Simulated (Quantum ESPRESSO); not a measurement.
# CdF2 (P4/mmm) in Quantum ESPRESSO: reference runs

Reference runs on CdF2: the cell as given.

All numbers are computed with Quantum ESPRESSO 7.5; they aren't measurements. Logs are shortened: lines on timing, memory, paths and dates and some standing lists are left out, and cuts for length are marked.

## 1. The crystal as given

The structure is tetragonal, space group P4/mmm (No. 123). Conventional cell: a = 3.010 Å, b = 3.010 Å, c = 8.965 Å, α = 90.00°, β = 90.00°, γ = 90.00°. Cd (site symmetry 4mm) has 8 F at 2.56 to 2.61 Å as nearest neighbours. Around F (site symmetry 4mm) lie 4 Cd at 2.56 Å and 5 F at 2.64 to 2.92 Å. F (site symmetry 4/mmm) is surrounded by 8 Cd at 2.61 Å and 2 F at 2.92 Å. F (site symmetry 4/mmm) is surrounded by 12 F at 2.64 to 3.01 Å and 2 Cd at 2.98 Å.

The cell was built by a generator and needn't be a form met in nature.

## 2. Single point, PBE

pw.in

```
&CONTROL
  calculation = 'scf'
  prefix = 'pwscf'
  outdir = './tmp'
  pseudo_dir = './pseudo'
  tprnfor = .true.
  tstress = .true.
  disk_io = 'nowf'
/
&SYSTEM
  ibrav = 0
  nat = 6
  ntyp = 2
  ecutwfc = 60
  ecutrho = 480
  nbnd = 36
  occupations = 'smearing'
  smearing = 'fd'
  degauss = 0.00367493
/
&ELECTRONS
  conv_thr = 1.2d-09
  electron_maxstep = 120
  mixing_beta = 0.5
/
ATOMIC_SPECIES
Cd   112.4140 Cd.pbe-dn-rrkjus_psl.0.3.1.UPF
F     18.9984 f_pbe_v1.4.uspp.F.UPF
CELL_PARAMETERS angstrom
   3.0098584000    0.0000000000    0.0000000000
   0.0000000000    3.0098584000    0.0000000000
   0.0000000000    0.0000000000    8.9651308500
ATOMIC_POSITIONS crystal
Cd     0.5000000000    0.5000000000    0.3319490000
Cd     0.5000000000    0.5000000000    0.6680510000
F      0.0000000000    0.0000000000    0.8261659700
F      0.0000000000    0.0000000000    0.1738340300
F      0.0000000000    0.0000000000    0.5000000000
F      0.5000000000    0.5000000000    0.0000000000
K_POINTS automatic
9 9 3 0 0 0
```

Potentials or basis: SSSP 1.3 efficiency PBE.

On the command line:

```sh
OMP_NUM_THREADS=1 pw.x -in pw.in > pw.out
```

pw.out:

```text
This program is part of the open-source Quantum ESPRESSO suite
     for quantum simulation of materials; please cite
         "P. Giannozzi et al., J. Phys.:Condens. Matter 21 395502 (2009);
         "P. Giannozzi et al., J. Phys.:Condens. Matter 29 465901 (2017);
         "P. Giannozzi et al., J. Chem. Phys. 152 154105 (2020);
     in publications or presentations arising from this work. More details at

     file Cd.pbe-dn-rrkjus_psl.0.3.1.UPF: wavefunction(s)  4D renormalized
     Message from routine setup:
     using ibrav=0 with symmetry is DISCOURAGED, use correct ibrav instead

     G-vector sticks info
     --------------------
     sticks:   dense  smooth     PW     G-vecs:    dense   smooth      PW
     Sum        1229     613    185                97235    34367    5589

     Using Slab Decomposition

     bravais-lattice index     =            0
     lattice parameter (alat)  =       5.6878  a.u.
     unit-cell volume          =     548.0818 (a.u.)^3
     number of atoms/cell      =            6
     number of atomic types    =            2
     number of electrons       =        52.00
     number of Kohn-Sham states=           36
     kinetic-energy cutoff     =      60.0000  Ry
     charge density cutoff     =     480.0000  Ry
     scf convergence threshold =      1.2E-09
     mixing beta               =       0.5000
     number of iterations used =            8  plain     mixing
     Exchange-correlation=  SLA  PW   PBX  PBC
                           (   1   4   3   4   0   0   0)

     celldm(1)=   5.687808  celldm(2)=   0.000000  celldm(3)=   0.000000
     celldm(4)=   0.000000  celldm(5)=   0.000000  celldm(6)=   0.000000

     crystal axes: (cart. coord. in units of alat)
               a(1) = (   1.000000   0.000000   0.000000 )
               a(2) = (   0.000000   1.000000   0.000000 )
               a(3) = (   0.000000   0.000000   2.978589 )

     reciprocal axes: (cart. coord. in units 2 pi/alat)
               b(1) = (  1.000000  0.000000  0.000000 )
               b(2) = (  0.000000  1.000000  0.000000 )
               b(3) = (  0.000000  0.000000  0.335729 )

     PseudoPot. # 1 for Cd read from file:
     Cd.pbe-dn-rrkjus_psl.0.3.1.UPF
     Pseudo is Ultrasoft + core correction, Zval = 12.0
     Generated using "atomic" code by A. Dal Corso  v.5.0.99 svn rev. 10869
     Using radial grid of 1239 points,  6 beta functions with:
                l(1) =   0
                l(2) =   0
                l(3) =   1
                l(4) =   1
                l(5) =   2
                l(6) =   2
     Q(r) pseudized with 0 coefficients

     PseudoPot. # 2 for F  read from file:
     f_pbe_v1.4.uspp.F.UPF
     Pseudo is Ultrasoft, Zval =  7.0
     Generated by new atomic code, or converted to UPF format
     Using radial grid of  799 points,  4 beta functions with:
                l(1) =   0
                l(2) =   0
                l(3) =   1
                l(4) =   1
     Q(r) pseudized with  8 coefficients,  rinner =    0.950   0.950   0.950

     atomic species   valence    mass     pseudopotential
     Cd               12.00   112.41400     Cd( 1.00)
     F                 7.00    18.99840     F ( 1.00)

     16 Sym. Ops., with inversion, found

   Cartesian axes

     site n.     atom                  positions (alat units)
         1        Cd     tau(   1) = (   0.5000000   0.5000000   0.9887396  )
         2        Cd     tau(   2) = (   0.5000000   0.5000000   1.9898493  )
         3        F      tau(   3) = (   0.0000000   0.0000000   2.4608088  )
         4        F      tau(   4) = (   0.0000000   0.0000000   0.5177801  )
         5        F      tau(   5) = (   0.0000000   0.0000000   1.4892945  )
         6        F      tau(   6) = (   0.5000000   0.5000000   0.0000000  )

     number of k points=    30  Fermi-Dirac smearing, width (Ry)=  0.0037
                       cart. coord. in units 2pi/alat
        k(    1) = (   0.0000000   0.0000000   0.0000000), wk =   0.0082305
        k(    2) = (   0.0000000   0.0000000   0.1119098), wk =   0.0164609
        k(    3) = (   0.0000000   0.1111111   0.0000000), wk =   0.0329218
        k(    4) = (   0.0000000   0.1111111   0.1119098), wk =   0.0658436
        k(    5) = (   0.0000000   0.2222222   0.0000000), wk =   0.0329218
        k(    6) = (   0.0000000   0.2222222   0.1119098), wk =   0.0658436
[... 22 lines left out ...]
        k(   29) = (   0.4444444   0.4444444   0.0000000), wk =   0.0329218
        k(   30) = (   0.4444444   0.4444444   0.1119098), wk =   0.0658436

     Dense  grid:    97235 G-vectors     FFT dimensions: (  40,  40, 120)

     Smooth grid:    34367 G-vectors     FFT dimensions: (  30,  30,  90)

     Initial potential from superposition of free atoms

     starting charge      51.9902, renormalised to      52.0000
     Starting wfcs are   34 randomized atomic wfcs +    2 random wfcs

     Self-consistent Calculation

     iteration #  1     ecut=    60.00 Ry     beta= 0.50
     Davidson diagonalization with overlap
     ethr =  1.00E-02,  avg # of iterations =  6.1

     total energy              =    -437.80123124 Ry
     estimated scf accuracy    <       1.93151708 Ry

     iteration #  2     ecut=    60.00 Ry     beta= 0.50
     Davidson diagonalization with overlap
     ethr =  3.71E-03,  avg # of iterations =  4.1

     total energy              =    -435.87255652 Ry
     estimated scf accuracy    <      45.87019549 Ry

     iteration #  3     ecut=    60.00 Ry     beta= 0.50
     Davidson diagonalization with overlap
     ethr =  3.71E-03,  avg # of iterations =  2.6

     total energy              =    -438.77300045 Ry
     estimated scf accuracy    <       0.87350361 Ry

     iteration #  4     ecut=    60.00 Ry     beta= 0.50
     Davidson diagonalization with overlap
     ethr =  1.68E-03,  avg # of iterations =  1.2

     total energy              =    -438.78711910 Ry
     estimated scf accuracy    <       0.35145143 Ry

     iteration #  5     ecut=    60.00 Ry     beta= 0.50
     Davidson diagonalization with overlap
     ethr =  6.76E-04,  avg # of iterations =  1.3

     total energy              =    -438.79274077 Ry
     estimated scf accuracy    <       0.05317660 Ry

     iteration #  6     ecut=    60.00 Ry     beta= 0.50
     Davidson diagonalization with overlap
     ethr =  1.02E-04,  avg # of iterations =  1.9

     total energy              =    -438.79341960 Ry
     estimated scf accuracy    <       0.00708778 Ry

     iteration #  7     ecut=    60.00 Ry     beta= 0.50
     Davidson diagonalization with overlap
     ethr =  1.36E-05,  avg # of iterations =  5.2
[... 18 lines left out ...]
     iteration # 10     ecut=    60.00 Ry     beta= 0.50
     Davidson diagonalization with overlap
     ethr =  2.09E-08,  avg # of iterations =  2.2

     total energy              =    -438.79387578 Ry
     estimated scf accuracy    <       0.00006153 Ry

     iteration # 11     ecut=    60.00 Ry     beta= 0.50
     Davidson diagonalization with overlap
     ethr =  2.09E-08,  avg # of iterations =  1.2

     total energy              =    -438.79387894 Ry
     estimated scf accuracy    <       0.00000022 Ry

     iteration # 12     ecut=    60.00 Ry     beta= 0.50
     Davidson diagonalization with overlap
     ethr =  4.24E-10,  avg # of iterations =  4.1

     total energy              =    -438.79387900 Ry
     estimated scf accuracy    <          7.3E-09 Ry

     iteration # 13     ecut=    60.00 Ry     beta= 0.50
     Davidson diagonalization with overlap
     ethr =  1.41E-11,  avg # of iterations =  3.0

     total energy              =    -438.79387900 Ry
     estimated scf accuracy    <          4.4E-09 Ry

     iteration # 14     ecut=    60.00 Ry     beta= 0.50
     Davidson diagonalization with overlap
     ethr =  8.38E-12,  avg # of iterations =  1.1

     End of self-consistent calculation

          k = 0.0000 0.0000 0.0000 (  4261 PWs)   bands (ev):

   -18.6023 -15.4203 -15.3272 -13.2109  -3.2684  -3.2045  -3.0944  -3.0198
    -2.4294  -2.4294  -2.0276  -2.0276  -1.9695  -1.9487  -0.5940   0.7314
     0.7314   1.0059   2.9729   3.8117   3.8117   3.9223   3.9223   4.2599
     4.7906   6.0495   6.0495   7.2159  10.1498  15.0888  18.0584  18.6741
    18.8836  18.8836  19.0379  19.0379

          k = 0.0000 0.0000 0.1119 (  4258 PWs)   bands (ev):

   -18.6023 -15.4252 -15.3222 -13.2112  -3.2683  -3.2045  -3.0916  -3.0263
    -2.4290  -2.4290  -2.0282  -2.0282  -1.9694  -1.9487  -0.5928   0.7319
     0.7319   1.0518   2.8396   3.7989   3.7989   3.9352   3.9352   4.1767
     5.2307   6.0491   6.0491   6.7167  10.6106  14.5727  18.0587  18.8856
    18.8856  19.0350  19.0350  19.3860

          k = 0.0000 0.1111 0.0000 (  4258 PWs)   bands (ev):

   -18.5814 -15.3954 -15.3089 -13.2083  -3.2213  -3.1563  -2.9780  -2.9695
    -2.4483  -2.4063  -2.0886  -2.0400  -2.0268  -1.9918  -0.5420   0.0703
     0.7634   1.5409   2.9397   3.5786   3.6658   3.8386   3.9459   4.3980
     5.1223   5.9777   6.0450   7.2306  10.5022  15.2571  16.3353  17.4110
    18.7452  18.9765  19.3097  19.5693

          k = 0.0000 0.1111 0.1119 (  4277 PWs)   bands (ev):

   -18.5814 -15.3999 -15.3043 -13.2085  -3.2213  -3.1563  -2.9784  -2.9732
    -2.4480  -2.4060  -2.0883  -2.0399  -2.0273  -1.9919  -0.5418   0.0766
     0.7637   1.5973   2.7848   3.5865   3.6753   3.8309   3.9535   4.4411
     5.3920   5.8897   6.0448   6.9129  10.8861  14.7665  16.3445  17.3923
    18.9779  19.1226  19.3073  19.9666

          k = 0.0000 0.2222 0.0000 (  4276 PWs)   bands (ev):

   -18.5279 -15.3310 -15.2621 -13.2027  -3.1633  -3.0834  -2.8501  -2.6413
    -2.4667  -2.3690  -2.2075  -2.1830  -2.1332  -1.9891  -0.5942  -0.4167
     0.8274   1.9178   2.6040   3.3310   3.3854   3.9116   4.0026   4.7546
     5.5278   5.9428   6.0318   7.3223  11.3517  13.8895  14.8480  15.8048
    19.0813  19.1916  19.8574  20.0787

          k = 0.0000 0.2222 0.1119 (  4273 PWs)   bands (ev):

   -18.5278 -15.3345 -15.2586 -13.2028  -3.1632  -3.0837  -2.8565  -2.6392
    -2.4670  -2.3689  -2.2051  -2.1827  -2.1333  -1.9895  -0.5917  -0.4193
     0.8275   2.0058   2.5657   3.1653   3.4191   3.9122   4.0020   4.9725
     5.5313   5.8149   6.0318   7.2362  11.5986  13.9056  14.7693  15.4467
    19.1900  19.3241  20.0794  20.3664
[... 163 lines left out ...]
   -18.3107 -15.1008 -15.0763 -13.1161  -3.1852  -3.1330  -3.1181  -2.6874
    -2.4932  -2.4182  -2.3427  -2.0116  -2.0095  -1.7625  -0.3579   0.0953
     0.5873   2.5942   2.6807   3.0016   3.1839   3.4127   3.8515   5.5423
     5.5792   5.5852   7.4266   9.0951  10.8424  11.1890  12.4631  14.2216
    14.4703  18.7639  19.2535  20.8827

          k = 0.3333 0.4444 0.1119 (  4319 PWs)   bands (ev):

   -18.3107 -15.1037 -15.0733 -13.1161  -3.1844  -3.1362  -3.1172  -2.6843
    -2.5005  -2.4202  -2.3441  -2.0116  -2.0078  -1.7556  -0.3555   0.0993
     0.5862   2.5555   2.7186   2.9678   3.2221   3.4336   3.8288   5.5409
     5.5744   5.5844   7.4256   9.0550  10.8579  11.1773  12.4920  14.2337
    14.5785  18.4955  19.3315  20.7648

          k = 0.4444 0.4444 0.0000 (  4316 PWs)   bands (ev):

   -18.2764 -15.0699 -15.0474 -13.0921  -3.2942  -3.2698  -3.2582  -2.7702
    -2.4512  -2.4427  -2.4406  -1.7680  -1.7330  -1.7035  -0.1932  -0.0823
     0.8025   2.7889   2.8351   2.8513   2.9460   3.6127   3.9338   5.4120
     5.5218   5.5224   7.5937  10.0382  11.0775  11.3794  11.4458  12.5514
    13.8435  18.5766  19.1951  20.3039

          k = 0.4444 0.4444 0.1119 (  4305 PWs)   bands (ev):

   -18.2764 -15.0731 -15.0442 -13.0921  -3.2932  -3.2688  -3.2617  -2.7664
    -2.4539  -2.4503  -2.4429  -1.7592  -1.7327  -1.7036  -0.1877  -0.0757
     0.8016   2.6689   2.7052   2.9786   3.0806   3.6231   3.9187   5.4116
     5.5114   5.5146   7.6065   9.9800  11.0791  11.3856  11.4455  12.3865
    14.2267  18.6523  18.8392  20.1678

     the Fermi energy is     5.9960 ev

!    total energy              =    -438.79387900 Ry
     estimated scf accuracy    <          2.0E-11 Ry
     smearing contrib. (-TS)   =      -0.00367435 Ry
     internal energy E=F+TS    =    -438.79020466 Ry

     The total energy is F=E-TS. E is the sum of the following terms:
     one-electron contribution =    -133.57340653 Ry
     hartree contribution      =     110.30497058 Ry
     xc contribution           =    -122.79619841 Ry
     ewald contribution        =    -292.72557030 Ry

     convergence has been achieved in  14 iterations

     Forces acting on atoms (cartesian axes, Ry/au):

     atom    1 type  1   force =     0.00000000    0.00000000   -0.13574073
     atom    2 type  1   force =     0.00000000    0.00000000    0.13574073
     atom    3 type  2   force =     0.00000000    0.00000000   -0.10823443
     atom    4 type  2   force =     0.00000000    0.00000000    0.10823443
     atom    5 type  2   force =     0.00000000    0.00000000    0.00000000
     atom    6 type  2   force =     0.00000000    0.00000000    0.00000000

     Total force =     0.245521     Total SCF correction =     0.000022

     Computing stress (Cartesian axis) and pressure

          total   stress  (Ry/bohr**3)                   (kbar)     P=      -19.49
   0.00020786   0.00000000   0.00000000           30.58        0.00        0.00
   0.00000000   0.00020786   0.00000000            0.00       30.58        0.00
   0.00000000   0.00000000  -0.00081315            0.00        0.00     -119.62

=------------------------------------------------------------------------------=
   JOB DONE.
=------------------------------------------------------------------------------=
```

Run time: 80 s. Hardware: 1 thread of Intel Xeon Platinum 8488C (Sapphire Rapids), shared host; peak memory 0.45 GiB.

Results:

```
Free energy            : -5970.0949 eV
Pressure               : -1.9 GPa
Largest force          : 3.490 eV/Å
Band gap on the k mesh : none (metal or under the smearing width)
```

Forces in eV/Å, atoms in the order of the input:
```
Cd   0.000  0.000 -3.490
Cd   0.000  0.000  3.490
F    0.000  0.000 -2.783
F    0.000  0.000  2.783
F    0.000  0.000  0.000
F    0.000  0.000  0.000
```

Levels at points of the mesh, in eV from the Fermi level:
| k point | band 24 | band 25 | band 26 | band 27 | band 28 | band 29 |
| --- | --- | --- | --- | --- | --- | --- |
| (0.00, 0.00, 0.00) | -1.74 | -1.21 | 0.05 | 0.05 | 1.22 | 4.15 |

Caveat: forces of over 1 eV/Å show positions far from the minimum, so gaps and moduli don't describe the material at rest.
